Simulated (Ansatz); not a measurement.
The compound is PtF2 (1T sheet).

The cell holds 3 atoms: 1 Pt and 2 F. Its edges and angles: a = 3.574 Å, b = 3.574 Å, c = 29.052 Å, α = 90.0°, β = 90.0°, γ = 120.0°. Vacuum lies along c.

```xyz
3
Lattice="0.0000 2.5271 2.5271 2.5271 -2.5271 0.0000 16.7732 16.7732 -16.7732" Properties=species:S:1:pos:R:3
Pt    5.3769    5.3769   -5.3769
F     7.4730    4.9459   -4.9459
F     5.8078    5.8078   -3.2807
```

The structure was relaxed with PBEsol. The structure was generated from a model, not taken from a measurement. The runs that relaxed it are not among those shown. The program's search for lower electronic states was switched off, so nothing shows that the state found is the lowest. Spin-orbit coupling is left out unless a run names it. PAW set soft_2, made with PBE.

A constrained-RPA run (Ansatz 0.2.0; non-magnetic PBEsol; Pt d + anion p, bands v10 to c1, 6×6×1 mesh, medium accuracy) builds 11 functions on bands 9.2 eV wide, with 20.0 electrons in the window. The bare on-site interaction is 16.3 eV and the bare J 0.66 eV.

**Question.** Estimate U, U′ and J.

On the Pt d shell, U = 8.55 eV (53 % of the bare value), U′ = 7.56 eV, J = 0.49 eV.

The parent state is non-magnetic and the interaction static (zero frequency); U depends on the window and the orbitals, so it belongs to this model alone. Spin-orbit coupling, which is strong for atoms this heavy, is left out. A window that holds the anion p bands defines a model with explicit ligands; its U belongs to that model and is not the U of DFT+U.

[Paths, hosts, dates, memory and timing lines, banners, echoed tables and standing remarks are left out of the program output.]

[Logs are printed without paths, hosts, clocks, repeated set-up lines and the standing remarks that a program may print on its own settings, such as how far it seeks lower states.]

[Runs of the session that timed out or met a known fault of the program may be left out.]

[Hosts, paths, dates, database ids (printed as entryN), source tags and the programs' standing remarks are cut or masked in the printed files.]
